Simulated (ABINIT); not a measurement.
RbBr:

```
Rb Br
1.0
     0.00000    3.42700    3.42700
     3.42700    0.00000    3.42700
     3.42700    3.42700    0.00000
Rb Br
1 1
Direct
  0.00000 0.00000 0.00000
  0.50000 0.50000 0.50000
```

Program: ABINIT 10.8.3 (patched build). Alike in all runs: task single point; level r2SCAN; no spin polarisation; cell as given; k mesh 7 × 7 × 7; smearing fermi-dirac 0.05 eV. Hardware: 4 MPI ranks on Intel(R) Xeon(R) 6975P-C (Granite Rapids), on a shared host.

Task: Order these runs on this cell by their wall time, lowest first.
A. potentials or basis Ansatz NC r2SCAN; cutoff (eV) 1007
B. potentials or basis Ansatz PAW PBE default generated set, frozen core; cutoff (eV) 490; fine-grid cutoff 979.61 eV
C. potentials or basis SG15 NC PBE v1.2; cutoff (eV) 490

Result: C (9.4 s), B (30 s), A (98 s).
